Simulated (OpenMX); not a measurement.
ZrS2 under changes of volume

One of the cells (23.763 Å³/atom); the others are scaled copies at fixed shape and fractional positions:

```
Zr S
1.0
     3.69138    0.00000    0.00000
    -1.84569    3.19683    0.00000
     0.00000    0.00000    6.04108
Zr S
1 2
Cartesian
  0.0000 0.0000 0.0000
  0.0000 2.1312 1.4372
  1.8457 1.0656 4.6038
```

The cell is a database's computed one.

```yaml
Program: OpenMX 3.8.5
Functional: PBE
Potentials_or_basis: OpenMX 2013 PBE set, Zr7.0-s3p2d1, S7.0-s2p2d1, fixed grid of 40 × 40 × 72 points
k_mesh: 9 × 9 × 5
Occupations: fermi-dirac, width 0.05 eV
Spin: no spin polarisation
```

| volume (Å³/atom) | energy over the lowest point (meV/atom) | gap on the mesh (eV) | largest force (eV/Å) |
| --- | --- | --- | --- |
| 22.337 | 56.65 | 0.89 | 1.353 |
| 22.813 | 32.61 | 0.91 | 1.054 |
| 23.288 | 15.54 | 0.92 | 0.773 |
| 23.763 | ? | ? | ? |
| 24.238 | 0.00 | 0.95 | 0.269 |
| 24.714 | 0.30 | 0.96 | 0.041 |
| 25.189 | 5.38 | 0.97 | 0.171 |

Task: What does the run at 23.763 Å³/atom give?

Result: Energy over the lowest point 4.90 meV/atom; gap on the mesh 0.94 eV; largest force 0.510 eV/Å.

Worked out: A Birch-Murnaghan fit of order 3 (a polynomial in V^(-2/3)) to the other rows has its minimum at 24.44 Å³/atom with B0 = V·E''(V) = 87 GPa and B' = 3.9 at fixed shape and positions, which overstates the stiffness. It gives 4.90 meV/atom at 23.763 Å³/atom, against the run's 4.90. A straight line through the other rows of the gap, of slope 0.661 eV per unit of ln V, gives 0.93 eV, against the run's 0.94.

Energies are extrapolated to zero smearing.

Caveats: an odd mesh through Γ misses points on the zone boundary, where band edges often lie; this functional lacks dispersion, which binds the layers, so the pressure and a relaxed spacing across them are unreliable; the basis of atomic orbitals isn't converged, which shifts pressures, moduli and gaps; forces of over 1 eV/Å show positions far from the minimum, so gaps and moduli don't describe the material at rest (some runs). Spin-orbit coupling on Zr is left out.
